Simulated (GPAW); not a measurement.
Crystal: ZnSe (Stilleite).

```
Se Zn
1.0
     0.00000    2.83380    2.83380
     2.83380    0.00000    2.83380
     2.83380    2.83380    0.00000
Se Zn
1 1
Cartesian
  4.2507 4.2507 4.2507
  0.0000 0.0000 0.0000
```

Program: GPAW 26.7.0. Alike in all runs: cell as given; smearing fermi-dirac 0.05 eV.

Task: Order these runs on this cell by their band gap on the k mesh, lowest first.
A. level WC; potentials or basis PAW data sets generated in the run's folder for this functional, pw; spin SOC, no magnetisation; k mesh 7 × 7 × 7; cutoff (eV) 600; maxiter 150; band path GXWKGLUWLK,UX; band points 60; spin axis theta (degrees) 90; spin axis phi (degrees) 0; mesh quality not flagged
B. level TASK; potentials or basis GPAW PAW data sets (gpaw-data 1.2.1), pw; spin SOC, no magnetisation; k mesh 7 × 7 × 7; cutoff (eV) 600; maxiter 150; band path GXWKGLUWLK,UX; band points 60; spin axis theta (degrees) 90; spin axis phi (degrees) 45; mesh quality not flagged
C. level HSE03; potentials or basis GPAW PAW data sets (gpaw-data 1.2.1), pw; spin off; k mesh 4 × 4 × 4; cutoff (eV) 450; maxiter 60; mesh quality coarse

Result: A (1.00 eV), C (2.35 eV), B (2.72 eV).

Caveats: some runs use coarse meshes; spin-orbit coupling was added after a scalar SCF, so levels and gaps hold it while energy, forces, pressure and moments don't (some runs); this program's spin-orbit splittings come out too wide for heavy elements (some runs); exact exchange converges slowly with the k mesh, and this mesh is small (some runs).

Runs at the PBE level aren't shown here.
